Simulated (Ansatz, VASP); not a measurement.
# One calculation of AgCl, two programs

File INCAR:

```
SYSTEM = AgCl
PREC = Accurate ; ENCUT = 520
EDIFF = 1E-6 ; ISMEAR = 0
SIGMA = 0.05 ; LREAL = .False.
LASPH = .True. ; NELM = 100
ALGO = Normal ; ISIF = 2
LWAVE = .False. ; LCHARG = .True.
GGA = PS ; LELF = .True.
LVHAR = .True. ; NBANDS = 16
```

File KPOINTS:

```
regular mesh
0
Gamma
  10 10 10
  0 0 0
```

Contents of POSCAR:

```
AgCl
1.0
    3.3311591989      0.0000000000     -0.1832137559
    0.0000000000      3.3311591989      0.0000000000
   -0.1832137559      0.0000000000      3.3311591989
Ag Cl
1 1
Direct
    0.0000000000      0.0000000000      0.0000000000
    0.5000000000      0.5000000000      0.5000000000
```

Input for Ansatz:

```yaml
crystal:
  lattice:
    - [3.3311591989, 0.0, -0.1832137559]
    - [0.0, 3.3311591989, 0.0]
    - [-0.1832137559, 0.0, 3.3311591989]
  atoms:
    - { symbol: Ag, position: [0.0, 0.0, 0.0] }
    - { symbol: Cl, position: [0.5, 0.5, 0.5] }
basis:
  ecutwfc: 420
kpoints:
  mp_grid: { grid: [10, 10, 10] }
hamiltonian:
  xc: pbesol
scf:
  occupations: { method: gaussian, width: 0.05 }
output:
  forces: true
  stress: true
  eigenvalues: true
```

Change from the starting cell: engineering shear strain xz -0.1100, engineering shear strain yz +0.0000.

Alike in both runs: task single point; functional PBEsol; k mesh 10 × 10 × 10; occupations gaussian, width 0.05 eV; no spin polarisation.

```csv
,VASP,Ansatz
version,VASP 6.6.1,Ansatz 0.2.0
potentials or method,"VASP PAW PBE potentials, release 64 (Ag, Cl)","scalar-relativistic, plane waves, PAW"
plane-wave cutoff (eV),520,420
valence electrons in the cell,18,26
```

```csv
,VASP,Ansatz,Ansatz less VASP
gap on the k mesh at the Fermi level (eV),0.12,0.12,0.000
least direct gap on the mesh (eV),2.11,2.10,-0.003
pressure (GPa),0.4,0.6,+0.12
largest component of the traceless stress (GPa),1.09,1.07,-0.017
```

The two sets of potentials don't hold the same shells in valence.

Caveats: the PAW data sets were made with another functional, which shifts forces and pressure a little (VASP).
